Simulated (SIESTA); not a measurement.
**Hf under changes of volume**

One of the cells (21.882 Å³/atom); the others are scaled copies at fixed shape and fractional positions:

```
Hf
1.0
     0.00000    2.22000    2.22000
     2.22000    0.00000    2.22000
     2.22000    2.22000    0.00000
Hf
1
Direct
  0.00000 0.00000 0.00000
```

This isn't the form of Hf at room conditions, which is hcp.

```yaml
Program: SIESTA 5.4.2
Functional: PBEsol
Potentials_or_basis: PseudoDojo 0.4 standard (PBEsol files)
Basis: DZP (energy shift 0.003 Ry; two zetas on semicore shells)
Grid_cutoff: 800 Ry
Energy_shift: 0.003 Ry
k_mesh: 10 × 10 × 10
Occupations: fermi-dirac, width 0.05 eV
Spin: no spin polarisation
```

```tsv
volume (Å³/atom)	energy over the lowest point (meV/atom)	pressure (GPa)
20.569	25.30	7.3
21.007	9.39	4.4
21.444	?	?
21.882	0.00	-0.7
22.320	5.42	-3.0
22.757	16.81	-5.0
23.195	33.28	-6.8
```

Task: What does the run at 21.444 Å³/atom give?

Result: Energy over the lowest point 1.14 meV/atom; pressure 1.8 GPa.

Worked out: A Birch-Murnaghan fit of order 3 (a polynomial in V^(-2/3)) to the other rows has its minimum at 21.73 Å³/atom with B0 = V·E''(V) = 121 GPa and B' = 3.7. It gives 1.15 meV/atom at 21.444 Å³/atom, against the run's 1.14, and -dE/dV = 1.7 GPa, against 1.8.

Energies are extrapolated to zero smearing.

Caveats: short orbitals over semicore shells can move pressures by several GPa; the basis of atomic orbitals isn't converged, which shifts pressures, moduli and gaps.
